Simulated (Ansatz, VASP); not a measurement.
**One calculation of Sb, two programs**

```xyz
4
Lattice="3.2013 0.0000 0.0000 -1.6007 2.7724 0.0000 0.0000 0.0000 10.8341" Properties=species:S:1:pos:R:3 pbc="T T T"
Sb   -1.6007    2.7724    0.0000
Sb   -1.6007    2.7724    5.4170
Sb    0.0000    1.8483    2.7085
Sb    1.6007    0.9241    8.1256
```

Alike in both runs: task single point; functional PBEsol; k mesh 12 × 12 × 4; occupations fermi-dirac, width 0.1 eV; no spin polarisation.

|  | VASP | Ansatz |
| --- | --- | --- |
| version | VASP 6.6.1 | Ansatz 0.2.0 |
| potentials or method | VASP PAW PBE potentials, release 64 (Sb) | plane waves (420 eV) with PAW, scalar-relativistic |
| plane-wave cutoff (eV) | 520 | 420 |
| valence electrons in the cell | 20 | 60 |

Ansatz gave:

- pressure (GPa): 7.2
- largest component of the traceless stress (GPa): 1.31

Problem. What did VASP give for the same quantities?

Solution. Pressure (GPa): 7.2; largest component of the traceless stress (GPa): 1.34.

With one functional, cell and mesh, what is left measures potentials, basis and numerics. The two sets of potentials don't hold the same shells in valence. Ansatz warned: «pseudo_functional_mismatch».

Caveats: the PAW data sets were made with another functional, which shifts forces and pressure a little (VASP). The runs have no spin-orbit coupling, so splittings on Sb are missing.
